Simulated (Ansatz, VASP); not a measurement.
# One calculation of P, two programs

```xyz
4
Lattice="3.3275 0.0000 0.0000 0.0000 3.3275 0.0000 0.0000 0.0000 6.4109" Properties=species:S:1:pos:R:3 pbc="T T T"
P     1.6638    0.0000    3.2055
P     0.0000    1.6638    0.0000
P     0.0000    0.0000    4.8082
P     0.0000    0.0000    1.6027
```

Alike in both runs: functional PBE; k mesh 14 × 14 × 8; occupations gaussian, width 0.1 eV; no spin polarisation.

Ansatz relaxed the structure, and its values are those at the end. VASP's run is a single point on that final structure, the one shown.

|  | VASP | Ansatz |
| --- | --- | --- |
| version | VASP 6.6.1 | Ansatz 0.2.0 |
| potentials or method | VASP PAW PBE potentials, release 64 (P) | scalar-relativistic, plane waves, PAW |
| plane-wave cutoff (eV) | 520 | 420 |
| valence electrons in the cell | 20 | 20 |

Ansatz gave:

| Property | Result |
| --- | --- |
| gap on the k mesh at the Fermi level (eV) | none |
| pressure (GPa) | 0.0 |

Task: What did VASP give for the same quantities?

Result: gap on the k mesh at the Fermi level (eV): none; pressure (GPa): -0.2.

A gap of «none» marks a metal or a gap that the smearing closes.
